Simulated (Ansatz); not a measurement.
α-quartz-type GeO₂ (metastable phase) was calculated with PBEsol in Ansatz (plane waves, PAW).

Numerical settings: plane-wave cutoff 520 eV, 12×12×6 k mesh (along the axes of the cell as run), Fermi–Dirac smearing 0.01 eV, scalar-relativistic PAW data made under PBE.

Computed points:

```tsv
V (Å³/atom)	E − E_lowest (meV/atom)
13.092	2.61
13.365	0.63
13.638	0.00
13.910	0.60
14.183	2.33
```

Problem. Fit the third-order Birch–Murnaghan equation and give B0 and B′.

Solution. V0 = 13.637 Å³/atom, B0 = 36.2 GPa, B′ = 3.2 (fit to the energies at full precision).

Shape and atoms are relaxed at each volume.

Measured, for comparison: bulk modulus 42 GPa (room temperature, not corrected to a static lattice, from measured elastic constants; as tabulated in Sevik and Bulutay (2007), arXiv:cond-mat/0610176). Computed (rounded) less measured: bulk modulus -14 %.

Note: the bulk modulus comes from volumes at which shape and atoms were relaxed.

The computed numbers hold no vibrational or temperature effects.

Ansatz is a program for electronic structure.
